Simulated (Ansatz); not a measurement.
P:

```
CELL_PARAMETERS angstrom
1.64774 -5.46504 0.00000
1.64774 5.46504 0.00000
0.00000 0.00000 4.54364
ATOMIC_POSITIONS crystal
P 0.90414 0.09586 0.58882
P 0.09586 0.90414 0.41118
P 0.59586 0.40414 0.08882
P 0.40414 0.59586 0.91118
```

Base run:

| Quantity | Value |
| --- | --- |
| Program | Ansatz 0.2.0 |
| Functional | LDA |
| Potentials or basis | all-electron LAPW, scalar-relativistic |
| Cutoff | 223 eV |
| Density cutoff | 891 eV |
| Basis error allowed | 0.002 eV/atom |
| k mesh | 8 × 8 × 6 |
| Occupations | fermi-dirac, width 0.05 eV |
| Spin | no spin polarisation |

Its results: band gap on the k mesh 0.02 eV, direct; pressure -2.0 GPa; largest force 0.197 eV/Å.

Question: The run is repeated on the same cell with these changes: functional from LDA to PBE. What comes out?

Answer: Band gap on the k mesh 0.10 eV, direct; pressure 2.0 GPa; largest force 0.335 eV/Å.

PBE binds less tightly than LDA, so the same cell stands under more pressure.

Not every run made on this cell is shown here.
